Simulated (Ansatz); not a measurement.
# Quasi-harmonic thermodynamics of CaSe (Fm-3m), part 2 of 2

How much does CaSe expand with temperature?

Experimental results on record:
- heat capacity C_P per formula unit 48.1 J/mol/K near room temperature (given in “High-Throughput Prediction of Finite-Temperature Properties using the Quasi-Harmonic Approximation”, 2016, arXiv:1603.06924)

Ansatz 0.2.0; DFT PBE, scalar-relativistic, plane waves, PAW (the session's first sound run).

So far. Step 2 (A first coarse run): The start is under 1.2 GPa at this level and looks like an insulator or semiconductor on this mesh. Step 4 (Tight relaxation): The residual pressure is 0.0047 GPa, small enough for phonons.

The database entry behind the starting cell differs from later determinations by our own check (0.1 to 0.3 % short, probably kX units), so it need not match the best structure at ambient conditions.

In doubt: the dispersion correction can have small steps in the geometry for these elements (step 6), which bears on fits and elastic values.

### 5. Relaxing at another setting

The functional, the potentials or the cutoff change, so the crystal is relaxed again at the new setting.

This step: DFT PBE+D3(BJ), scalar-relativistic, plane waves, PAW (Ansatz 0.2.0).

input.yaml

```yaml
crystal:
  lattice:
    - [0.0, 2.9789659759, 2.9789659759]
    - [2.9789659759, 0.0, 2.9789659759]
    - [2.9789659759, 2.9789659759, 0.0]
  atoms:
    - { symbol: Ca, position: [0.0, 0.0, 0.0] }
    - { symbol: Se, position: [0.5, 0.5, 0.5] }
kpoints:
  mp_grid: { grid: [8, 8, 8] }
hamiltonian:
  xc: pbe
  dispersion: d3bj
scf:
  occupations: { method: fixed }
output:
  forces: true
  stress: true
  eigenvalues: true
relax:
  adjacent_minimum: "off"
  f_tol: 0.001
  max_steps: 60
  cell: { stress_tol: 0.01 }
```

Command:

```console
$ ansatz run input.yaml --threads 4 --pin off --max-ram 8192MiB --backend cpu --events-out ev --progress --plain --runs-dir out
```

Numbers of over 12 decimals in the logs are rounded to 6 here.

The program printed:

```text
[...]
Crystal: 2 atoms, lattice volume = 52.872 Å³
Basis set: ecut = 420 eV, 1037 PW (Γ), exchange–correlation on 60×60×60 points (8 copies of the dense FFT grid, shifted against one another)
Bands: 17, of which v1, the nominal top of the filled ones, is band 13 counted from 1 (12 counted from 0)
Symmetry: 48 space group operations
[...]
k-points: 29 of 512
[...]
SCF iter   1: F=—  HF=-7290.694775 eV  |F-HF|=—  |Δ(HF+E_count)|=         —  Δρ=5.42e-4  dr2=1.56e-4  ethr=1.77e-3  ⟨swp⟩=4.1  Hψ=2372  notcnv=0  defer=12
[...]
SCF iter   6: F=-7290.694582 eV  HF=-7290.694582 eV  |F-HF|=2.46e-8  |Δ(HF+E_count)|=   3.82e-8  Δρ=4.54e-6  dr2=2.05e-8  ethr=3.85e-10  ⟨swp⟩=6.2  Hψ=2726  notcnv=0
SCF 1 converged in 6 iterations: F = -7290.694582 eV  dr2 = 2.05e-8
[...]
relax step   1: F+E_penalty+E_count = -7290.69458224 eV  Δ(F+E_penalty+E_count) = +0.000e0 eV  max|allowed force component| = 2.186e-30 eV/Å  Δτ_max = 0.0000 Å  P = -2.158 GPa  Ω = 52.872 Å³  (6 SCF iters, dr2 threshold 1.00e-7 eV, accepted)
Crystal: 2 atoms, lattice volume = 49.789 Å³
Basis set: ecut = 420 eV, 941 PW (Γ), exchange–correlation on 60×60×60 points (8 copies of the dense FFT grid, shifted against one another)
[...]
SCF iter   5: F=-7290.709054 eV  HF=-7290.709054 eV  |F-HF|=1.48e-7  |Δ(HF+E_count)|=   1.04e-6  Δρ=2.40e-5  dr2=1.21e-7  ethr=7.69e-10  ⟨swp⟩=5.4  Hψ=2872  notcnv=0
SCF 2 converged in 5 iterations: F = -7290.709054 eV  dr2 = 1.21e-7
relax step   2: F+E_penalty+E_count = -7290.70905435 eV  Δ(F+E_penalty+E_count) = -1.447e-2 eV  max|allowed force component| = 4.865e-30 eV/Å  Δτ_max = 0.0000 Å  P = +0.823 GPa  Ω = 49.789 Å³  energy of the carried Pulay correction = +1.335e-4 eV  (5 SCF iters, dr2 threshold 2.00e-7 eV, accepted)
Crystal: 2 atoms, lattice volume = 50.603 Å³
Basis set: ecut = 420 eV, 965 PW (Γ), exchange–correlation on 60×60×60 points (8 copies of the dense FFT grid, shifted against one another)
[...]
SCF iter   5: F=-7290.710932 eV  HF=-7290.710932 eV  |F-HF|=1.13e-8  |Δ(HF+E_count)|=   4.18e-8  Δρ=6.50e-6  dr2=9.78e-9  ethr=7.69e-10  ⟨swp⟩=6.6  Hψ=2675  notcnv=0
SCF 3 converged in 5 iterations: F = -7290.710932 eV  dr2 = 9.78e-9
relax step   3: F+E_penalty+E_count = -7290.71093155 eV  Δ(F+E_penalty+E_count) = -1.877e-3 eV  max|allowed force component| = 4.470e-30 eV/Å  Δτ_max = 0.0000 Å  P = -0.057 GPa  Ω = 50.603 Å³  energy of the carried Pulay correction = +9.746e-5 eV  (5 SCF iters, dr2 threshold 2.00e-7 eV, accepted)
[...]
relax step   4: F+E_penalty+E_count = -7290.71094371 eV  Δ(F+E_penalty+E_count) = -1.216e-5 eV  max|allowed force component| = 1.446e-30 eV/Å  Δτ_max = 0.0000 Å  P = -0.001 GPa  Ω = 50.550 Å³  energy of the carried Pulay correction = +9.982e-5 eV  (4 SCF iters, dr2 threshold 8.18e-9 eV, accepted)
[...]
SCF iter   6: F=-7290.710850 eV  HF=-7290.710850 eV  |F-HF|=9.09e-13  |Δ(HF+E_count)|=  4.55e-12  Δρ=1.70e-8  dr2=5.46e-14  ethr=1.00e-12  ⟨swp⟩=6.7  Hψ=2583  notcnv=0
SCF 5 converged in 6 iterations: F = -7290.710850 eV  dr2 = 5.46e-14
relax step   5: F+E_penalty+E_count = -7290.71084987 eV  Δ(F+E_penalty+E_count) = +9.385e-5 eV  max|allowed force component| = 7.971e-31 eV/Å  Δτ_max = 0.0000 Å  P = -0.002 GPa  Ω = 50.550 Å³  stress off target by 1.57e-3 GPa  SCF on the basis re-selected at this cell (its energy is not comparable with the rows above)  (6 SCF iters)
[...]
SCF converged after 6 iterations
Free energy (F): -7290.710850 eV
[...]
Internal energy: -7290.710850 eV  (E = F + TS)
E sigma→0 (E₀):  -7290.710850 eV
Fermi energy:    7.349911 eV
[...]
--- Stress (GPa, compression-positive) ---
       -0.001574      -0.000000       0.000000
       -0.000000      -0.001574      -0.000000
       -0.000000      -0.000000      -0.001574
  P = ⅓ Tr σ = -0.0016 GPa (-0.016 kbar)
--- Band table (eV; the first three rows and the last of 29) ---
  k-point 0: bands = [... 9 lower, -4.5298, 7.3499, 7.3499, 7.3499, 10.8249, 11.0531, 11.0531, 11.0531]
  k-point 1: bands = [... 9 lower, -4.4317, 6.5682, 7.0992, 7.0992, 10.9935, 11.2713, 11.2713, 11.7801]
  k-point 2: bands = [... 9 lower, -4.1826, 5.3017, 6.6209, 6.6209, 11.0986, 11.8034, 11.8034, 13.0936]
  k-point 28: bands = [... 9 lower, -3.8282, 5.3181, 5.3181, 5.6283, 11.7742, 11.7742, 12.6660, 13.1747]
--- Relaxed structure (4 steps of the walk, 4 accepted, 1 SCFs on fresh bases) ---
[...]
cell:  # Å, volume = 50.5495 Å³
    - [0, 2.934691, 2.934691]
    - [2.934691, 0, 2.934691]
    - [2.934691, 2.934691, 0]
  atoms:
    - { symbol: Ca, position: [0, 0, 0] }
    - { symbol: Se, position: [0.5, 0.5, 0.5] }
```

The job ended after 2 s (4 threads of Arm Neoverse V2, shared host; peak memory 0.34 GiB).

Step by step:

```tsv
step	energy less that of the first step (eV)	largest force component (eV/Å)	pressure (GPa)	volume (Å³)
1	0.0000	0.0000	-2.16	52.87
2	-0.0145	0.0000	0.82	49.79
3	-0.0163	0.0000	-0.06	50.60
4	-0.0164	0.0000	0.00	50.55
5*	-0.0163	0.0000	0.00	50.55
```

Relaxation steps marked * repeat the geometry before them on a plane-wave basis chosen anew for their cell, so energy and pressure can jump there.

Forces are held to the 48 operations that the run works with; a distortion that breaks them can't arise in this run.

```tsv
conventional cell, symmetrised	before	after	change
a (Å)	5.958	5.869	-1.5 %
b (Å)	5.958	5.869	-1.5 %
c (Å)	5.958	5.869	-1.5 %
volume (Å³/atom)	26.44	25.27	-4.4 %
```

Final coordinates:

```xyz
2
Lattice="0.0000 2.9347 2.9347 2.9347 0.0000 2.9347 2.9347 2.9347 0.0000" Properties=species:S:1:pos:R:3 pbc="T T T"
Ca    0.0000    0.0000    0.0000
Se    2.9347    2.9347    2.9347
```

Numbers from this step:

```yaml
pressure: -0.001574 GPa
gap_on_the_k_mesh: 1.976 eV
volume_per_atom: 25.27 Å³
```

The residual pressure is -0.0016 GPa, small enough for phonons.

### 6. The quasi-harmonic study

The study relaxes the crystal at several strains, solves the phonons on some of them and minimises the free energy at each temperature (static energy, vibrations, the electrons in a metal, and PV under a set pressure); the q-mesh sets how far the force constants reach.

input.yaml, the sections that differ from step 5:

```yaml
crystal:
  lattice:
    - [0.0, 2.9346908874, 2.9346908874]
    - [2.9346908874, 0.0, 2.9346908874]
    - [2.9346908874, 2.9346908874, 0.0]
  atoms:
    - { symbol: Ca, position: [0.0, 0.0, 0.0] }
    - { symbol: Se, position: [0.5, 0.5, 0.5] }
output:
  eigenvalues: true
phonons:
  method: dfpt
  qmesh: [4, 4, 4]
  temperatures: { t_max: 800.0, t_step: 50 }
  thermal_expansion: {}
# kpoints, hamiltonian, scf: as in step 5
# relax: removed
```

The program printed:

```text
[...]
Crystal: 2 atoms, lattice volume = 50.550 Å³
Basis set: ecut = 487.2 eV, 1243 PW (Γ), exchange–correlation on 60×60×60 points (8 copies of the dense FFT grid, shifted against one another)
Bands: 17, of which v1, the nominal top of the filled ones, is band 13 counted from 1 (12 counted from 0)
Symmetry: 48 space group operations
[...]
k-points: 29 of 512
[...]
SCF iter   1: F=—  HF=-7290.711498 eV  |F-HF|=—  |Δ(HF+E_count)|=         —  Δρ=4.93e-4  dr2=9.86e-5  ethr=1.77e-3  ⟨swp⟩=4.2  Hψ=2363  notcnv=0  defer=12
[...]
SCF iter   9: F=-7290.711260 eV  HF=-7290.711260 eV  |F-HF|=2.73e-12  |Δ(HF+E_count)|=  6.64e-11  Δρ=8.76e-9  dr2=5.17e-14  ethr=1.00e-12  ⟨swp⟩=3.9  Hψ=2227  notcnv=0
SCF 1 converged in 9 iterations: F = -7290.711260 eV  dr2 = 5.17e-14
[...]
relax step   1: F+E_penalty+E_count = -7290.71126026 eV  Δ(F+E_penalty+E_count) = +0.000e0 eV  max|allowed force component| = 1.496e-30 eV/Å  Δτ_max = 0.0000 Å  (9 SCF iters, accepted)
SCF converged after 9 iterations
Free energy (F): -7290.711260 eV
[...]
Internal energy: -7290.711260 eV  (E = F + TS)
E sigma→0 (E₀):  -7290.711260 eV
Fermi energy:    7.349892 eV
[...]
--- Stress (GPa, compression-positive) ---
       -0.000133       0.000000      -0.000000
       -0.000000      -0.000133       0.000000
       -0.000000      -0.000000      -0.000133
  P = ⅓ Tr σ = -0.0001 GPa (-0.001 kbar)
--- Band table (eV; the first three rows and the last of 29) ---
  k-point 0: bands = [... 9 lower, -4.5298, 7.3499, 7.3499, 7.3499, 10.8248, 11.0531, 11.0531, 11.0531]
  k-point 1: bands = [... 9 lower, -4.4317, 6.5682, 7.0992, 7.0992, 10.9935, 11.2713, 11.2713, 11.7800]
  k-point 2: bands = [... 9 lower, -4.1826, 5.3017, 6.6208, 6.6208, 11.0986, 11.8034, 11.8034, 13.0936]
  k-point 28: bands = [... 9 lower, -3.8282, 5.3181, 5.3181, 5.6283, 11.7742, 11.7742, 12.6660, 13.1746]
── thermal expansion: 3 new cells, 3 in all ──
thermal expansion: variable-cell relaxation of cell 1
thermal expansion: relaxation of cell 1
thermal expansion: relaxation of cell 2
thermal expansion: relaxation of cell 3
── thermal expansion: 2 new cells, 5 in all ──
thermal expansion: relaxation of cell 4
thermal expansion: lower-state search of cell 4
thermal expansion: phonons of cell 4
thermal expansion: relaxation of cell 5
thermal expansion: phonons of cell 5
── thermal expansion: 5 new cells, 10 in all ──
thermal expansion: relaxation of cell 6
thermal expansion: relaxation of cell 7
thermal expansion: relaxation of cell 8
thermal expansion: relaxation of cell 9
thermal expansion: relaxation of cell 10
thermal expansion: phonons of cell 6
thermal expansion: phonons of cell 7
--- Relaxed structure (1 steps of the walk, 1 accepted, 0 SCFs on fresh bases) ---
  F+E_penalty+E_count = -7290.71126026 eV   max|allowed force component| = 1.496e-30 eV/Å
  atoms:
    - { symbol: Ca, position: [0.0, 0.0, 0.0] }
    - { symbol: Se, position: [0.5, 0.5, 0.5] }
--- Thermal expansion: 10 cells in 3 rounds, 0 GPa ---
  no lower state was reached at cell 4
  without vibrations: a 4.15028, b 4.15028, c 4.15028 Å, V 50.5494 Å³, B 52.65 GPa
  at 0 K: a 4.15766, b 4.15766, c 4.15766 Å, V 50.8195 Å³, B 51.92 GPa
  zero-point expansion: a +0.178, b +0.178, c +0.178, V +0.534 %
      T/K        a/Å        b/Å        c/Å       V/Å³ | expansion of a, b, c, V (1e-6/K)   | that of V in the mean from 25 °C | C_P, C_V (J/mol K of the cell) | B_T, B_S (GPa)
     0.00    4.15766    4.15766    4.15766    50.8195 |    0.00    0.00    0.00    0.00 |   30.02 |     0.000     0.000 |    51.92    51.92
   100.00    4.15927    4.15927    4.15927    50.8789 |    9.52    9.52    9.52   28.56 |   39.32 |    33.800    33.671 |    51.49    51.68
   200.00    4.16428    4.16428    4.16428    51.0629 |   13.59   13.59   13.59   40.76 |   42.82 |    45.362    44.846 |    50.50    51.08
   298.15    4.17013    4.17013    4.17013    51.2784 |   14.86   14.86   14.86   44.58 |       - |    48.444    47.539 |    49.45    50.39
   350.00    4.17339    4.17339    4.17339    51.3988 |   15.28   15.28   15.28   45.83 |   45.28 |    49.289    48.177 |    48.89    50.02
   450.00    4.17991    4.17991    4.17991    51.6401 |   15.92   15.92   15.92   47.75 |   46.44 |    50.380    48.855 |    47.78    49.27
   550.00    4.18669    4.18669    4.18669    51.8916 |   16.47   16.47   16.47   49.42 |   47.48 |    51.160    49.202 |    46.65    48.50
   650.00    4.19370    4.19370    4.19370    52.1529 |   17.01   17.01   17.01   51.04 |   48.47 |    51.821    49.402 |    45.49    47.71
   750.00    4.20096    4.20096    4.20096    52.4241 |   17.57   17.57   17.57   52.70 |   49.45 |    52.441    49.527 |    44.30    46.91
   800.00    4.20468    4.20468    4.20468    52.5635 |   17.85   17.85   17.85   53.56 |   49.94 |    52.748    49.573 |    43.70    46.49
  the static fit leaves 0.000 meV an atom of the energies and, of the stresses, 0.000 GPa of each cell's largest along a strain (root mean squares over the cells), whose Pulay part it has at -0.003 GPa
  vibrations' free energy: its fit passes through its cells
  the electrons' free energy at temperature is not in it: every band gap is over 0.83 eV
  free energies summed between the sampled wave vectors
  estimated error of the fitted expansion in any direction: up to 0.027e-6/K, at 800 K, with few degrees of freedom (an estimate, not a bound: it was exceeded on models of known expansion)
  the energies and the vibrations are of d3bj (s6 = 1.0, s8 = 0.7875, a1 = 0.4289, a2_bohr = 4.4407) at the weights and the pressure of the crystal at rest
  by sums over the sampled wave vectors an expansion of the volume parts by up to 0.26e-6/K
  by a static energy of one degree less an expansion of the volume parts by up to 0.06e-6/K
  the FFT grids of the static calculations differ: 30 × 30 × 30, 32 × 32 × 32
  band gaps on the cells' k-points are 1.898 to 2.149 eV
```

Run time: 9.7 min. Hardware: 4 threads; peak memory 1.5 GiB.

This step gave:

```
pressure                                         : -1.33e-4 GPa
volume expansion coefficient at 298 K            : 44.58 1e-6/K
C_P at 298 K                                     : 24.22 J/mol-atom/K
entropy at 298 K                                 : 34.99 J/mol-atom/K
isothermal bulk modulus at 298 K                 : 49.45 GPa
Grüneisen parameter at 298 K                     : 1.432
volume at 298 K                                  : 25.64 Å³/atom
principal linear expansion coefficients at 298 K : 14.86, 14.86, 14.86 1e-6/K
```

Strained cells of the study; zero-point energy where phonons were solved; the pressures are stresses at a fixed cutoff and can carry an offset from the finite basis. Expansion cells, by row:

```tsv
cell	|a| (Å)	|b| (Å)	|c| (Å)	V (Å³/atom)	E - E_lowest (meV/atom)	pressure, compression positive (GPa)	gap (eV)	zero-point energy (meV/atom)
1	4.15	4.15	4.15	25.27	0	-0.004	1.976	-
2	4.183	4.183	4.183	25.89	2.334	-1.202	2.035	-
3	4.117	4.117	4.117	24.68	2.413	1.318	1.914	-
4	4.151	4.151	4.151	25.28	0	-0.014	1.977	28.68
5	4.171	4.171	4.171	25.66	0.945	-0.777	2.014	28.02
6	4.199	4.199	4.199	26.17	4.912	-1.71	2.06	27.16
7	4.223	4.223	4.223	26.63	10.88	-2.469	2.099	26.41
8	4.109	4.109	4.109	24.53	3.747	1.66	1.898	-
9	4.13	4.13	4.13	24.9	0.915	0.798	1.938	-
10	4.257	4.257	4.257	27.27	22.76	-3.428	2.149	-
```

Quasi-harmonic; a, b, c are the run's own cell vectors. Expansion, by row:

```tsv
T (K)	a (Å)	b (Å)	c (Å)	alpha (deg)	beta (deg)	gamma (deg)	cell volume (Å³/cell)	alpha_a (1e-6/K)	alpha_b (1e-6/K)	alpha_c (1e-6/K)	alpha_V (1e-6/K)	C_P (J/mol-atom/K)	C_V (J/mol-atom/K)	S (J/mol-atom/K)	B_T (GPa)	B_S (GPa)	Grueneisen	extrapolation	fit error (1e-6/K)
0	4.158	4.158	4.158	60	60	60	50.82	0	0	0	0	0	0	0	51.92	51.92	-	0	0
50	4.158	4.158	4.158	60	60	60	50.83	3.49	3.49	3.49	10.47	7.436	7.431	3.12	51.85	51.88	1.118	0	0
100	4.159	4.159	4.159	60	60	60	50.88	9.52	9.52	9.52	28.56	16.9	16.84	11.6	51.49	51.68	1.338	0	0
150	4.162	4.162	4.162	60	60	60	50.96	12.26	12.26	12.26	36.79	20.87	20.71	19.32	51.01	51.4	1.39	0	0
200	4.164	4.164	4.164	60	60	60	51.06	13.59	13.59	13.59	40.76	22.68	22.42	25.6	50.5	51.08	1.411	0	0.01
250	4.167	4.167	4.167	60	60	60	51.17	14.35	14.35	14.35	43.06	23.65	23.29	30.78	49.97	50.73	1.424	0	0.01
298.1	4.17	4.17	4.17	60	60	60	51.28	14.86	14.86	14.86	44.58	24.22	23.77	34.99	49.45	50.39	1.432	0	0.01
300	4.17	4.17	4.17	60	60	60	51.28	14.88	14.88	14.88	44.63	24.24	23.78	35.14	49.43	50.38	1.432	0	0.01
350	4.173	4.173	4.173	60	60	60	51.4	15.28	15.28	15.28	45.83	24.64	24.09	38.91	48.89	50.02	1.44	0	0.01
400	4.177	4.177	4.177	60	60	60	51.52	15.61	15.61	15.61	46.84	24.95	24.29	42.22	48.34	49.65	1.446	0	0.01
450	4.18	4.18	4.18	60	60	60	51.64	15.92	15.92	15.92	47.75	25.19	24.43	45.18	47.78	49.27	1.452	0	0.01
500	4.183	4.183	4.183	60	60	60	51.76	16.2	16.2	16.2	48.6	25.4	24.53	47.84	47.22	48.89	1.458	0	0.01
550	4.187	4.187	4.187	60	60	60	51.89	16.47	16.47	16.47	49.42	25.58	24.6	50.27	46.65	48.5	1.464	0	0.01
600	4.19	4.19	4.19	60	60	60	52.02	16.74	16.74	16.74	50.23	25.75	24.66	52.5	46.07	48.11	1.47	0	0.01
650	4.194	4.194	4.194	60	60	60	52.15	17.01	17.01	17.01	51.04	25.91	24.7	54.57	45.49	47.71	1.476	0	0.01
700	4.197	4.197	4.197	60	60	60	52.29	17.29	17.29	17.29	51.86	26.07	24.74	56.5	44.9	47.31	1.482	0	0.02
750	4.201	4.201	4.201	60	60	60	52.42	17.57	17.57	17.57	52.7	26.22	24.76	58.3	44.3	46.91	1.488	0	0.02
800	4.205	4.205	4.205	60	60	60	52.56	17.85	17.85	17.85	53.56	26.37	24.79	60	43.7	46.49	1.495	0	0.03
```

The expansion coefficient by temperature; values in 1e-6/K:

```tsv
temperature (K)	volume	principal 1
0	0	0
50	10.5	3.49
100	28.6	9.52
150	36.8	12.3
200	40.8	13.6
250	43.1	14.3
298	44.6	14.9
300	44.6	14.9
350	45.8	15.3
400	46.8	15.6
450	47.8	15.9
500	48.6	16.2
550	49.4	16.5
600	50.2	16.7
650	51.0	17.0
700	51.9	17.3
750	52.7	17.6
800	53.6	17.9
```

At 298 K the volume expansion is 44.6 × 10⁻⁶/K and B_T is 49.5 GPa. The program raised the cutoff to 487.2 eV by itself: with no cutoff typed, the study takes about 1.16 times the default for its relaxations and scales it with the volume for the phonons.

### 7. Summary of results

```yaml
settings_of_these_figures: PBE+D3(BJ), 487.2 eV, k 8×8×8, q 4×4×4
volume_expansion_coefficient_at_298_k: 44.58 1e-6/K
c_p_at_298_k: 24.22 J/mol-atom/K
entropy_at_298_k: 34.99 J/mol-atom/K
isothermal_bulk_modulus_at_298_k: 49.45 GPa
grueneisen_parameter_at_298_k: 1.432
volume_at_298_k: 25.64 Å³/atom
principal_linear_expansion_coefficients_at_298_k: 14.86, 14.86, 14.86 1e-6/K
```

In words: Near room temperature CaSe expands by 44.6 × 10⁻⁶/K in volume by PBE+D3(BJ), with C_P = 24.2 J/(mol K) per mole of atoms and B_T = 49.5 GPa. C_P at room temperature is 97 % of the classical 3R an atom. A measured heat capacity per formula unit near room temperature is 48.1 J/mol/K (arXiv:1603.06924); the calculated 48.4 J/mol/K differs by +1 %. The dispersion term is taken with its C6 weights frozen at the crystal at rest, in the force constants and, in the expansion study, in the energies too.

[Logs are printed without paths, hosts, clocks, repeated set-up lines and the standing remarks that a program may print on its own settings, such as how far it seeks lower states.]

[Hosts, paths, dates, database ids (printed as entryN), source tags and the programs' standing remarks are cut or masked in the printed files.]

[A step with changed settings may run another functional than the one named; its input shows which.]
